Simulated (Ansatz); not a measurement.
The system is Nb.

```
CELL_PARAMETERS angstrom
0.00000 2.11500 2.11500
2.11500 0.00000 2.11500
2.11500 2.11500 0.00000
ATOMIC_POSITIONS crystal
Nb 0.00000 0.00000 0.00000
```

This isn't the form of Nb at room conditions, which is bcc.

Base run:

- Program: Ansatz 0.2.0
- Functional: PBEsol
- Potentials or basis: all-electron LAPW, scalar-relativistic
- Cutoff: 200 eV
- Density cutoff: 801 eV
- Basis error allowed: 0.001 eV/atom
- k mesh: 11 × 11 × 11
- Occupations: fermi-dirac, width 0.05 eV
- Spin: no spin polarisation

Its results: pressure -7.4 GPa.

Q: The run is repeated on the same cell with these changes: functional from PBEsol to LDA. What comes out?

A: Pressure -11.0 GPa.

LDA binds more tightly than PBEsol, so the same cell stands under less pressure.

Not every run made on this cell is shown here.
